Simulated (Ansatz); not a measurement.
The system is Pt.

```
Pt
1.0
     2.76067    0.00000    0.00000
    -1.38033    2.39081    0.00000
     0.00000    0.00000    4.79213
Pt
2
Direct
  0.33333 0.66667 0.25000
  0.66667 0.33333 0.75000
```

This isn't the form of Pt at room conditions, which is fcc.

| Property | Result |
| --- | --- |
| Program | Ansatz 0.2.0 |
| Task | single point |
| Functional | PBE |
| Potentials or basis | all-electron LAPW, scalar-relativistic |
| Cutoff | 273 eV (chosen from the basis error) |
| Basis error allowed | 0.001 eV/atom |
| k mesh | 11 × 11 × 6 |
| Occupations | fermi-dirac, width 0.05 eV |
| Spin | no spin polarisation |

On this cell: pressure -0.6 GPa; largest force under 0.003 eV/Å; band gap on the k mesh none (metal or under the smearing width).

The same run follows on a disturbed copy (atoms moved at random, drawn with an rms of 0.05 Å):

```xyz
2
Lattice="2.7607 0.0000 0.0000 -1.3803 2.3908 0.0000 0.0000 0.0000 4.7921" Properties=species:S:1:pos:R:3 pbc="T T T"
Pt   -0.0429    1.6448    1.2117
Pt    1.4132    0.7717    3.5624
```

Task: What does the disturbed cell give?

Result: The energy (extrapolated to zero smearing) moves by +3.1 meV/atom; pressure -0.3 GPa; largest force 0.455 eV/Å; band gap on the k mesh none (metal or under the smearing width).

Forces in eV/Å, atoms in the order of the input:
```
Pt  -0.066  0.026 -0.450
Pt   0.066 -0.026  0.450
```

Stress tensor (GPa, compression positive):
```
-0.23  0.11 -0.15
 0.11  0.37  0.22
-0.15  0.22 -1.11
```
